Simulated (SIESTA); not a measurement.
Runs of SIESTA 5.4.2 on Hg. The cell holds a slab with vacuum, 5 atoms: a = 3.462 Å, b = 3.462 Å, c = 25.975 Å, α = 90.00°, β = 90.00°, γ = 120.00°. 

```tsv
level	gap on the mesh (eV)	largest force (eV/Å)
vdW-DF-cx	0.51	0.25
optB88-vdW	0.59	(b)
VV10	0.42	0.12
vdW-DF	(c)	(a)
vdW-DF2	0.64	0.31
vdW-DF-C09	0.50	0.29
```

Alike in all rows: task single point; potentials or basis PseudoDojo 0.4 standard (PBE files), DZP (energy shift 0.003 Ry; two zetas on semicore shells); no spin polarisation; cell as given; k mesh 9 × 9 × 1; smearing fermi-dirac 0.05 eV; grid cutoff 800 Ry; energy shift 0.003 Ry.

Estimate the missing entries.

(a) 0.16; (b) 0.08; (c) 0.60.

Caveats: the valence orbitals were made in a potential fitted to the semicore shell under them, which widens gaps by tenths of an eV or more; the potentials were made for another functional, which shifts forces and pressure; spin-orbit coupling is left out, which moves the levels of the heavy elements; the basis of atomic orbitals isn't converged, which shifts pressures, moduli and gaps; the non-local part is tabulated coarsely and may be off by about a percent (some runs).

A k mesh can miss the band edges, and the runs leave out spin-orbit coupling on Hg.

Runs at the PBE level aren't shown here.
